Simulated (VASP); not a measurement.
## Al2Pt (Fm-3m) under uniaxial stress along [001]

How do stress and energy of Al2Pt follow uniaxial stress along [001]?

Method: PBEsol; plane waves and PAW (Pt, Al); cell typed or built by script, in the first sound run; inputs show where later runs differ, in VASP 6.6.1.

## 1. The starting structure

The structure is cubic, space group Fm-3m (No. 225). The conventional cell has a = 5.920 Å, b = 5.920 Å, c = 5.920 Å, α = 90.00°, β = 90.00°, γ = 90.00°. Nearest to Pt lie 8 Al at 2.56 Å. Al has 4 Pt at 2.56 Å nearest. Farther neighbours are not listed.

Coordinates:

```cif
data_structure
_symmetry_space_group_name_H-M 'Fm-3m'
_symmetry_Int_Tables_number 225
_cell_length_a 5.9200
_cell_length_b 5.9200
_cell_length_c 5.9200
_cell_angle_alpha 90.000
_cell_angle_beta 90.000
_cell_angle_gamma 90.000
_cell_volume 207.47
loop_
_atom_site_label
_atom_site_type_symbol
_atom_site_symmetry_multiplicity
_atom_site_Wyckoff_symbol
_atom_site_fract_x
_atom_site_fract_y
_atom_site_fract_z
_atom_site_occupancy
Pt1 Pt 4 a 0.00000 0.00000 0.00000 1
Al1 Al 8 c 0.25000 0.75000 0.75000 1
```

## 2. Relax the crystal, PBEsol

The series starts from the cell that this level prefers, so that zero strain is near zero stress.

This step took 2 runs in a row; the last is shown.

Level: PBEsol; plane waves and PAW (Pt, Al); cell typed or built by script.

INCAR reads:

```
SYSTEM = Al2Pt
PREC = Accurate
ENCUT = 450
EDIFF = 1E-07
NELM = 120
ISMEAR = 1
SIGMA = 0.15
LREAL = .FALSE.
ALGO = Normal
GGA = PS
NBANDS = 14
LASPH = .TRUE.
LORBIT = 11
LWAVE = .FALSE.
LCHARG = .FALSE.
KPAR = 8
IBRION = 2
NSW = 40
ISIF = 3
EDIFFG = -0.005
POTIM = 0.4
```

POSCAR reads:

```
Al2Pt
1.0
    0.0000000000      2.9479416082      2.9479416082
    2.9479416082      0.0000000000      2.9479416082
    2.9479416082      2.9479416082      0.0000000000
Pt Al
1 2
Direct
    0.0000000000      0.0000000000      0.0000000000
    0.2500000000      0.2500000000      0.2500000000
    0.7500000000      0.7500000000      0.7500000000
```

KPOINTS reads:

```
Automatic mesh
0
Gamma
15 15 15
0 0 0
```

PAW data sets: Pt and Al (PBE family, release 64).

Started as:

```sh
mpirun -np 8 vasp_std
```

Log:

```text
[banner, memory and clock lines left out]
running    8 mpi-ranks, on    1 nodes
[...]
|                                                                             |
|           W    W    AA    RRRRR   N    N  II  N    N   GGGG   !!!           |
|           W    W   A  A   R    R  NN   N  II  NN   N  G    G  !!!           |
|           W    W  A    A  R    R  N N  N  II  N N  N  G       !!!           |
|           W WW W  AAAAAA  RRRRR   N  N N  II  N  N N  G  GGG   !            |
|           WW  WW  A    A  R   R   N   NN  II  N   NN  G    G                |
|           W    W  A    A  R    R  N    N  II  N    N   GGGG   !!!           |
|                                                                             |
|     For optimal performance we recommend to set                             |
|       NCORE = 2 up to number-of-cores-per-socket                            |
|     NCORE specifies how many cores store one orbital (NPAR=cpu/NCORE).      |
|     This setting can greatly improve the performance of VASP for DFT.       |
[...]
|     You enforced a specific xc type in the INCAR file but a different       |
|     [... a line on the potential file left out ...]
|     I HOPE YOU KNOW WHAT YOU ARE DOING!                                     |
|                                                                             |

 LDA part: xc-table for (Slater+PW92), standard interpolation
 POSCAR, INCAR and KPOINTS ok, starting setup
[...]
entering main loop
       N       E                     dE             d eps       ncg     rms          rms(c)
DAV:   1     0.415247915887E+02    0.41525E+02   -0.61029E+03  3472   0.857E+02
DAV:   2    -0.170053512823E+02   -0.58530E+02   -0.51996E+02  4026   0.162E+02
DAV:   3    -0.184052041018E+02   -0.13999E+01   -0.13900E+01  4358   0.242E+01
DAV:   4    -0.184164292164E+02   -0.11225E-01   -0.11224E-01  3920   0.257E+00
[...]
DAV:  11    -0.177641382002E+02    0.45313E-05   -0.15470E-05  4134   0.384E-02    0.808E-03
DAV:  12    -0.177641382486E+02   -0.48384E-07   -0.14470E-06  3846   0.816E-03    0.190E-03
DAV:  13    -0.177641381655E+02    0.83089E-07   -0.35214E-07  3960   0.551E-03
   1 F= -.17764138E+02 E0= -.17763622E+02  d E =-.177641E+02
[...]
reached required accuracy - stopping structural energy minimisation
```

Wall time 11 s (8 MPI ranks of Intel Xeon Platinum 8375C at 2.90GHz (Ice Lake), shared host); peak memory 1.7 GiB.

The logs omit lines about the potential files and the build; timing stands in the text.

OUTCAR, selected parts (step 2):

```text
  Total        0.0019696      0.0019696      0.0019696     -0.0000000      0.0000000     -0.0000000
  in kB        0.0615876      0.0615876      0.0615876     -0.0000000      0.0000000     -0.0000000
  external PRESSURE =       0.0615876 kB  Pullay stress =       0.0000000 kB

 POSITION                                       TOTAL-FORCE (eV/Angst)
 -----------------------------------------------------------------------------------
      0.00000      0.00000      0.00000         0.000000     -0.000000     -0.000000
      1.47397      1.47397      1.47397        -0.000000     -0.000000     -0.000000
      4.42191      4.42191      4.42191         0.000000      0.000000      0.000000
 -----------------------------------------------------------------------------------
    total drift:                                0.000000     -0.000000     -0.000000

  FREE ENERGIE OF THE ION-ELECTRON SYSTEM (eV)
  ---------------------------------------------------
  free  energy   TOTEN  =       -17.7641381655 eV

  energy  without entropy=      -17.7625894499  energy(sigma->0) =      -17.76362193

 reached required accuracy - stopping structural energy minimisation

[... 3 further parts left out ...]
[key lines of the parts left out:]
E-fermi :   7.8828
```

Read from the output:

* energy(sigma→0) of the program: -17.7636 eV
* stress, compression positive: xx, yy, zz 0.01, 0.01, 0.01 GPa
* volume: 51.237 Å³
* ionic steps: 1

## 3. Strain across the axis, PBEsol

One member in full: the axis is strained by -1.5 %, and the two directions across it are strained alike until their mean stress is under 0.012 GPa or five steps are spent.

This step took 3 runs, each at a new trial strain with the atoms of the one before; the last is shown.

Level: PBEsol; plane waves and PAW (Pt, Al); cell typed or built by script.

INCAR, as its differences from that of step 2:

```diff
@@ -15,7 +15,7 @@
 LCHARG = .FALSE.
-KPAR = 8
-IBRION = 2
-NSW = 40
-ISIF = 3
-EDIFFG = -0.005
-POTIM = 0.4
+KPAR = 2
+IBRION = 1
+NSW = 25
+ISIF = 2
+EDIFFG = -0.004
+POTIM = 0.3
```

POSCAR reads:

```
Al2Pt
1.0
    0.0000000000      2.9649780670      2.9037224840
    2.9649780670      0.0000000000      2.9037224840
    2.9649780670      2.9649780670      0.0000000000
Pt Al
1 2
Direct
    0.0000000000      0.0000000000      0.0000000000
    0.2500000000      0.2500000000      0.2500000000
    0.7500000000      0.7500000000      0.7500000000
```

KPOINTS is that of step 2.

Started as:

```sh
mpirun -np 2 vasp_std
```

Log:

```text
[banner, memory and clock lines left out]
running    2 mpi-ranks, on    1 nodes
[...]
[... a notice as in an earlier step ...]

 LDA part: xc-table for (Slater+PW92), standard interpolation
 POSCAR, INCAR and KPOINTS ok, starting setup
[...]
entering main loop
       N       E                     dE             d eps       ncg     rms          rms(c)
DAV:   1     0.416979333338E+02    0.41698E+02   -0.61310E+03  8304   0.862E+02
DAV:   2    -0.170133322097E+02   -0.58711E+02   -0.52190E+02  9744   0.162E+02
DAV:   3    -0.184048112345E+02   -0.13915E+01   -0.13806E+01 10580   0.241E+01
DAV:   4    -0.184157918580E+02   -0.10981E-01   -0.10979E-01  9258   0.253E+00
[...]
DAV:  11    -0.177604850209E+02    0.45574E-05   -0.15532E-05  9918   0.385E-02    0.811E-03
DAV:  12    -0.177604850644E+02   -0.43494E-07   -0.14329E-06  9042   0.814E-03    0.193E-03
DAV:  13    -0.177604849812E+02    0.83200E-07   -0.36059E-07  9480   0.558E-03
   1 F= -.17760485E+02 E0= -.17760071E+02  d E =-.177605E+02
 BRION: g(F)=  0.323E-46 g(S)=  0.000E+00
 reached required accuracy - stopping structural energy minimisation
```

Elapsed: 69 s, on 2 MPI ranks; peak memory 0.58 GiB; 1.8 min of CPU time.

Parts of OUTCAR (step 3):

```text
  Total       -0.0000698     -0.0000698      0.4893708      0.0000000     -0.0000000     -0.0000000
  in kB       -0.0021894     -0.0021894     15.3575011      0.0000000     -0.0000000     -0.0000000
  external PRESSURE =       5.1177074 kB  Pullay stress =       0.0000000 kB

 POSITION                                       TOTAL-FORCE (eV/Angst)
 -----------------------------------------------------------------------------------
      0.00000      0.00000      0.00000         0.000000     -0.000000     -0.000000
      1.48249      1.48249      1.45186        -0.000000     -0.000000     -0.000000
      4.44747      4.44747      4.35558         0.000000      0.000000      0.000000
 -----------------------------------------------------------------------------------
    total drift:                                0.000000     -0.000000     -0.000000

  FREE ENERGIE OF THE ION-ELECTRON SYSTEM (eV)
  ---------------------------------------------------
  free  energy   TOTEN  =       -17.7604849812 eV

  energy  without entropy=      -17.7592442937  energy(sigma->0) =      -17.76007142

[... 1 part as in an earlier step ...]

[... 3 further parts left out ...]
[key lines of the parts left out:]
E-fermi :   7.9257
```

Read from the output:

| Quantity | Value |
| --- | --- |
| energy(sigma→0) of the program | -17.7601 eV |
| stress, compression positive | xx, yy, zz 0.00, 0.00, 1.54 GPa |
| ionic steps | 1 |

## 4. All members

The other members went through these steps as far as the tables show, with the same cutoff and, step by step, the same mesh; 23 runs are not shown. The session took 0.92 core hours (wall time by ranks) on a shared machine.

| strain along the axis (%) | strain across the axis (%) | stress along the axis, tension positive (GPa) | energy above the unstrained row, extrapolated to no smearing (meV/atom) |
| --- | --- | --- | --- |
| -2.000 | 0.769 | -2.090 | 2.143 |
| -1.500 | 0.578 | -1.536 | 1.183 |
| -1.000 | 0.386 | -1.004 | 0.518 |
| -0.500 | 0.198 | -0.484 | 0.128 |
| 0 | 0.000 | -0.006 | 0.000 |
| 0.500 | -0.193 | 0.469 | 0.120 |
| 1.000 | -0.381 | 0.945 | 0.482 |
| 1.500 | -0.571 | ? | ? |
| 2.000 | -0.760 | 1.867 | 1.930 |

## 5. Stress from the known rows

Fitting a parabola to the 8 known rows (e: strain in %) gives stress = − 0.02712 e² + 0.9841 e − 0.002172 in GPa; the residuals are 0.011 GPa r.m.s.

For the withheld row, e = 1.5, the fit gives 1.413 GPa.

## 6. Checking the prediction

The calculation gives 1.409 GPa, so the prediction is 0.004 GPa too high.

Slopes at zero strain, from cubics through all rows: strain ratio -0.386, stress over strain 97 GPa.

## 7. Summary of results

| Item | Value |
| --- | --- |
| error of the predicted stress | 0.004 GPa |
| Poisson ratio | 0.386 |
| Young's modulus along the axis | 97 GPa |

What this shows: As a check, the curvature of the energy gives 93 GPa for the same modulus (energy per volume = E/2 × strain²), 3 % from the slope of the stress; these energies are extrapolated to no smearing, while the stress belongs to the free energy, so part of the difference may come from that. These are static values: temperature and zero-point motion are left out. In a metal the slopes also depend on mesh and smearing, which were held through the series.

[Lines on the potential files, build, host, timing and source positions are cut from VASP's logs without a mark.]

[Logs are printed without paths, hosts, clocks, repeated set-up lines and the standing remarks that a program may print on its own settings, such as how far it seeks lower states.]

[Hosts, paths, dates, database ids (printed as entryN), source tags and the programs' standing remarks are cut or masked in the printed files.]

[In band tables of VASP the shares of atoms and orbitals are scaled to a sum of 1 inside the atoms' spheres.]
